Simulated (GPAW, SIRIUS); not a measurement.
This is a calculation of MoS2 for GPAW 26.7.0 (ASE script). Atoms were shifted at random by some hundredths of an Å from the given cell, which wasn't relaxed again for these runs. The cell comes from a database or a generator and needn't be the stable form of this composition.

File run.py:

```python
from ase import Atoms
from ase.dft.bandgap import bandgap
from ase.io import write
from ase.units import GPa
from gpaw import GPAW, PW, setup_paths

setup_paths.insert(0, '.')

atoms = Atoms(['Mo', 'S', 'S'],
              cell=[[3.2274645616, 0.0, 0.0],
                    [-1.6137322808, 2.7950663001, 0.0],
                    [0.0, 0.0, 6.31247342]],
              scaled_positions=[[-0.005971, -0.018267, 0.499297],
                                [0.655641, 0.322237, 0.748237],
                                [0.333808, 0.686877, 0.252564]],
              pbc=True)

calc = GPAW(mode=PW(600),
            xc='PBEsol',
            kpts={'size': (9, 9, 4), 'gamma': True},
            occupations={'name': 'fermi-dirac', 'width': 0.05},
            nbands=25,
            convergence={'density': 1e-05, 'energy': 1e-05},
            maxiter=150,
            txt='gpaw.txt')
atoms.calc = calc
energy = atoms.get_potential_energy()
forces = atoms.get_forces()
stress = atoms.get_stress()
calc.write('gs.gpw')
write('result.traj', atoms)
print(f'Energy: {energy:.6f} eV')
print('Forces (eV/A):')
print(forces.round(4))
print('Stress (GPa):', (stress / GPa).round(3))
print('Fermi level:', round(calc.get_fermi_level(), 4), 'eV')
print(f'Gap: {bandgap(calc)[0]:.4f} eV, direct: {bandgap(calc, direct=True)[0]:.4f} eV')
```

Potentials or basis: PAW data sets generated in the run's folder for this functional, pw.

The run is started by

```sh
$ gpaw-setup -f PBEsol Mo S
$ OMP_NUM_THREADS=1 python run.py
```

Translate it to SIRIUS 7.10.0. Potentials or basis there: PseudoDojo 0.4.1 PBEsol standard (scalar relativistic), cutoff 1102 eV.

As run (cutoffs and basis follow the program's own potentials, and thresholds, step limits or extra output files can differ):

Contents of sirius.json:

```json
{
  "control": {
    "processing_unit": "cpu",
    "verbosity": 2,
    "num_bands_to_print": 21,
    "print_forces": true,
    "print_stress": true
  },
  "parameters": {
    "electronic_structure_method": "pseudopotential",
    "xc_functionals": ["XC_GGA_X_PBE_SOL", "XC_GGA_C_PBE_SOL"],
    "gk_cutoff": 9.0,
    "pw_cutoff": 18.0,
    "ngridk": [9, 9, 4],
    "shiftk": [0, 0, 0],
    "smearing": "fermi_dirac",
    "smearing_width": 0.0018374661,
    "num_bands": 21,
    "num_mag_dims": 0,
    "num_dft_iter": 100,
    "energy_tol": 1e-08,
    "density_tol": 1e-06
  },
  "iterative_solver": {
    "type": "davidson",
    "min_tolerance": 1e-09,
    "tolerance_scale": [0.1, 0.25]
  },
  "mixer": {
    "type": "anderson",
    "beta": 0.7,
    "max_history": 8
  },
  "settings": {
    "tol_ne": 1e-10,
    "pseudo_grid_cutoff": 6.5
  },
  "unit_cell": {
    "lattice_vectors": [
      [6.099024098359, 0.0, 0.0],
      [-3.04951204918, 5.28190980736, 0.0],
      [0.0, 0.0, 11.92884593278]
    ],
    "atom_coordinate_units": "lattice",
    "atom_types": ["Mo", "S"],
    "atom_files": {
      "Mo": "Mo.json",
      "S": "S.json"
    },
    "atoms": {
      "Mo": [
        [-0.005971, -0.018267, 0.499297]
      ],
      "S": [
        [0.655641, 0.322237, 0.748237],
        [0.333808, 0.686877, 0.252564]
      ]
    }
  }
}
```

Potentials or basis: PseudoDojo 0.4.1 PBEsol standard (scalar relativistic).

The run is started by

```bash
$ upf_to_json Mo.upf
$ upf_to_json S.upf
$ OMP_NUM_THREADS=1 sirius.scf --input=sirius.json --output=out.json --task=0
```

Both were run:

|  | GPAW | SIRIUS |
| --- | --- | --- |
| Pressure | -4.9 GPa | -4.8 GPa |
| Largest force | 0.552 eV/Å | 0.556 eV/Å |
| Energy over the undisturbed cell | 12.0 meV/atom | 12.0 meV/atom |

Pressure is positive in compression.
